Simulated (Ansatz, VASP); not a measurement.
**Sc in VASP and in Ansatz**

The input INCAR:

```
  PREC = Accurate
  ENCUT = 520
  EDIFF = 1E-6
  ISMEAR = -1
  SIGMA = 0.05
  LREAL = False
  LASPH = True
  NELM = 60
  ALGO = Normal
  ISIF = 2
  LWAVE = False
  LCHARG = False
  GGA = PS
  NBANDS = 12
```

The input KPOINTS:

```
Automatic mesh
0
Gamma
  9 9 9
```

Contents of POSCAR:

```
Sc
1.0
    0.0000000000      2.2970557664      2.2970557664
    2.2970557664      0.0000000000      2.2970557664
    2.2970557664      2.2970557664      0.0000000000
Sc
1
Direct
    0.0000000000      0.0000000000      0.0000000000
```

Input for Ansatz:

```yaml
crystal:
  lattice:
    - [0.0, 2.2970557664015687, 2.2970557664015687]
    - [2.2970557664015687, 0.0, 2.2970557664015687]
    - [2.2970557664015687, 2.2970557664015687, 0.0]
  atoms:
    - { symbol: Sc, position: [0.0, 0.0, 0.0] }
basis:
  ecutwfc: 500.0
kpoints:
  mp_grid:
    grid: [9, 9, 9]
hamiltonian:
  xc: pbesol
scf:
  occupations:
    method: fermi_dirac
    width: 0.05
output:
  stress: true
```

This isn't the form of Sc at room conditions, which is hcp.

Alike in both runs: task single point; functional PBEsol; k mesh 9 × 9 × 9; occupations fermi-dirac, width 0.05 eV; no spin polarisation.

|  | VASP | Ansatz |
| --- | --- | --- |
| version | VASP 6.6.1 | Ansatz 0.2.0 |
| potentials or method | VASP PAW PBE potentials, release 64 (Sc_sv) | plane waves, PAW |
| plane-wave cutoff (eV) | 520 | 500 |
| valence electrons in the cell | 11 | 11 |

|  | VASP | Ansatz | Ansatz less VASP |
| --- | --- | --- | --- |
| pressure (GPa) | -1.4 | -1.4 | 0.00 |

The functional is the same, so the differences come from potentials, cutoffs and numerics.

Caveats: the PAW data sets were made with another functional, which shifts forces and pressure a little (VASP).
